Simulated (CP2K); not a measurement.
Runs of CP2K 2026.2 on InAs. It takes space group F-43m (No. 216, cubic). Conventional cell: a = 6.036 Å, b = 6.036 Å, c = 6.036 Å, α = 90.00°, β = 90.00°, γ = 90.00°. Around In (site symmetry -43m) lie 4 As at 2.61 Å. Around As (site symmetry -43m) lie 4 In at 2.61 Å. 

```tsv
task	level	potentials or basis	k mesh	smearing	NGRIDS	points a segment of the path (NPOINTS)	bands added on the path	CUTOFF of the grids	gap on the mesh (eV)	pressure (GPa)	V0 of scaled cells (Å³/atom)	B0 (GPa)
band structure	LDA	GTH_POTENTIALS In GTH-PADE-q13, As GTH-PADE-q5; TZVP-MOLOPT-PBE-GTH basis	8 × 8 × 8	fermi-dirac 0.0259 eV	4	6	6	450 Ry	none	0.0	-	-
band structure	PBE	GTH_POTENTIALS In GTH-PBE-q13, As GTH-PBE-q5; DZVP-MOLOPT-SR-GTH basis	6 × 6 × 6	fermi-dirac 0.1 eV	4	10	6	450 Ry	none	(b)	-	-
equation of state	LDA	GTH_POTENTIALS In GTH-PADE-q13, As GTH-PADE-q5; TZVP-MOLOPT-PBE-GTH basis	8 × 8 × 8	fermi-dirac 0.01 eV	5	-	-	450 Ry	-	-	27.47	60
equation of state	PBEsol	POTENTIAL_UZH In GTH-PBE-q13, As GTH-PBE-q5; TZVP-MOLOPT-PBE-GTH basis	8 × 8 × 8	fermi-dirac 0.05 eV	5	-	-	450 Ry	-	-	28.81	55
single point	PBEsol	POTENTIAL_UZH In GTH-PBE-q13, As GTH-PBE-q5; TZVP-MOLOPT-PBE-GTH basis	8 × 8 × 8	fermi-dirac 0.05 eV	4	-	-	675 Ry	none	(a)	-	-
```

Alike in all rows: no spin polarisation; cell as given.

Question: Estimate the missing entries.

Answer: (a) 2.8; (b) 5.1.

Caveats: the basis of atomic orbitals isn't converged, which shifts pressures, moduli and gaps; the potentials were made for another functional, which shifts forces and pressure (some runs).

A k mesh can miss the band edges, and the runs leave out spin-orbit coupling on As, In.

A gap of «none» marks a metal or a gap under the smearing width.

Not every run made on this cell is shown here.
